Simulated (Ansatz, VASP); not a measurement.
# Ba: VASP beside Ansatz

```xyz
1
Lattice="-2.4581 2.4581 2.4581 2.4581 -2.4581 2.4581 2.4581 2.4581 -2.4581" Properties=species:S:1:pos:R:3 pbc="T T T"
Ba    0.0000    0.0000    0.0000
```

Alike in both runs: functional PBE; dispersion D3(BJ); k mesh 12 × 12 × 12; occupations gaussian, width 0.1 eV; no spin polarisation.

Ansatz relaxed the structure, and its values are those at the end. VASP's run is a single point on that final structure, the one shown.

|  | VASP | Ansatz |
| --- | --- | --- |
| version | VASP 6.6.1 | Ansatz 0.2.0 |
| potentials or method | VASP PAW PBE potentials, release 64 (Ba_sv) | scalar-relativistic, plane waves, PAW |
| plane-wave cutoff (eV) | 520 | 420 |
| valence electrons in the cell | 10 | 10 |

VASP gave:

* gap on the k mesh at the Fermi level (eV): none
* pressure (GPa): 0.1

Q: Which values does Ansatz return?

A: gap on the k mesh at the Fermi level (eV): none; pressure (GPa): 0.0.

A gap of «none» marks a metal or a gap that the smearing closes.

Caveats: pairwise dispersion overbinds metals, which lowers pressure and volume. Spin-orbit coupling is left out, which matters for the levels of Ba.
